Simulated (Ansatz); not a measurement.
GeO$_{2}$ (rutile)

```
GeO2
1.0
    4.48750     0.00000     0.00000
    0.00000     4.48750     0.00000
    0.00000     0.00000     2.90497
Ge O
2 4
Direct
  0.00000   0.00000   0.00000
  0.50000   0.50000   0.50000
  0.30714   0.30714   0.00000
  0.80714   0.19286   0.50000
  0.19286   0.80714   0.50000
  0.69286   0.69286   0.00000
```

Method: PBE (plane waves to 420 eV, PAW, scalar-relativistic; Ansatz, an electronic-structure program). Harmonic phonons by density-functional perturbation theory on a 8×8×12 k mesh, in cm⁻¹; i marks imaginary ones, q is in fractions of the reciprocal vectors of the cell shown, and the three acoustic modes at Γ are left out. The non-analytic (LO-TO) term is not included, so polar modes at Γ have their transverse values. GeO2 was relaxed with its symmetry unable to fall.

Question: Does any mode at Γ, X = (0.5, 0.0, 0.0), M = (0.5, 0.5, 0.0), Z = (0.0, 0.0, 0.5) come out imaginary?

Answer: No imaginary mode at these points (lowest 123 cm⁻¹ at M = (0.5, 0.5, 0.0)); other wave vectors were not tested.

Question: Predict the phonon wavenumbers at Γ, X = (0.5, 0.0, 0.0), M = (0.5, 0.5, 0.0), Z = (0.0, 0.0, 0.5).

Answer: 
```
q                                                                                          wavenumbers (cm⁻¹)
-------------------  ----------------------------------------------------------------------------------------
Γ                                   152, 197, 272 (×2), 331 (×2), 429, 473, 489 (×2), 598 (×2), 605, 647, 787
X = (0.5, 0.0, 0.0)  148 (×2), 189 (×2), 232 (×2), 299 (×2), 394 (×2), 472 (×2), 561 (×2), 615 (×2), 779 (×2)
M = (0.5, 0.5, 0.0)  123 (×2), 164 (×2), 287 (×2), 304 (×2), 365 (×2), 497 (×2), 543 (×2), 612 (×2), 768 (×2)
Z = (0.0, 0.0, 0.5)  187 (×2), 204 (×2), 317 (×2), 326 (×2), 383 (×2), 531 (×2), 604 (×2), 654 (×2), 725 (×2)
```
